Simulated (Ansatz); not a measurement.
**CrCuO2 (R-3m): equation of state**

An exercise on one series of results from a longer session: the logs are not shown, and one member is left open.

Program: Ansatz 0.2.0. Level of theory: DFT PBE, scalar-relativistic, plane waves, PAW. These are calculated values, not measurements.

Spin polarisation is switched off on purpose; where the compound carries moments, volume, stiffness and gap are then not the real material's.

## Starting point

Symmetry: R-3m, No. 166, trigonal system. The conventional cell has a = 2.726 Å, b = 2.726 Å, c = 18.395 Å, α = 90.00°, β = 90.00°, γ = 120.00°. Cr (site symmetry -3m) has 6 O at 1.96 Å as nearest neighbours. Cu (site symmetry -3m) is surrounded by 2 O at 1.89 Å. O (site symmetry 3m) is surrounded by 1 Cu at 1.89 Å and 3 Cr at 1.96 Å.

As a file:

```
Cr Cu O
1.0
     1.36322    0.78706    6.13158
    -1.36322    0.78706    6.13158
     0.00000   -1.57411    6.13158
Cr Cu O
1 1 2
Direct
  0.50000 0.50000 0.50000
  0.00000 0.00000 0.00000
  0.10277 0.10277 0.10277
  0.89723 0.89723 0.89723
```

An earlier run at PBE left this cell at 9.868 Å³/atom and -0.02 GPa (14×14×14 mesh).

Volume factors to run: 0.980, 1.020, 0.960, 1.040.

The first run:

The input, input.yaml:

```yaml
crystal:
  lattice:
    - [1.3540703156, 0.7817728612, 6.0904261481]
    - [-1.3540703156, 0.7817728612, 6.0904261481]
    - [0.0, -1.5635457225, 6.0904261481]
  atoms:
    - { symbol: Cr, position: [0.5, 0.5, 0.5] }
    - { symbol: Cu, position: [0.0, 0.0, 0.0] }
    - { symbol: O, position: [0.1027670413, 0.1027670413, 0.1027670413] }
    - { symbol: O, position: [0.8972329587, 0.8972329587, 0.8972329587] }
basis:
  ecutwfc: 420
  ecutrho_ratio: 4
kpoints:
  mp_grid: { grid: [14, 14, 14] }
hamiltonian:
  xc: pbe
scf:
  occupations: { method: gaussian, width: 0.05 }
output:
  forces: true
  stress: true
  eigenvalues: true
relax:
  f_tol: 0.01
  max_steps: 40
  cell: { stress_tol: 0.1, fix: [volume] }
```

Command:

```console
> ansatz run input.yaml --threads 1 --pin off --max-ram 2560MiB --backend cpu --events-out ev --progress --plain --runs-dir out
```

Among the steps run: Volume × 0.980; Volume × 1.020; Volume × 0.960; Volume × 1.040.

One of the session's tables, all rows but one given; the rest of the session is left out.

It belongs to the step «The fit». 

```
volume (Å³/atom)  energy (meV/atom)  pressure (GPa)
           9.473               8.76            7.44
           9.671               2.08            3.50
           9.868               0.00           -0.02
          10.065                  ?               ?
          10.263               7.76           -6.01
```

Q: Estimate the row for volume (Å³/atom) = 10.065 from the others.

Worked estimate for «energy (meV/atom)». A straight line through the neighbours (9.868, 0.00) and (10.263, 7.76) gives 0.00 + (7.76 − 0.00) × (10.065 − 9.868) / (10.263 − 9.868) = 3.87; a parabola fitted to 3 rows on both sides gives 1.88.

The run gave: energy (meV/atom): 2.04; pressure (GPa): -3.21. In «energy (meV/atom)» the line misses by +1.83 and the parabola by -0.16.
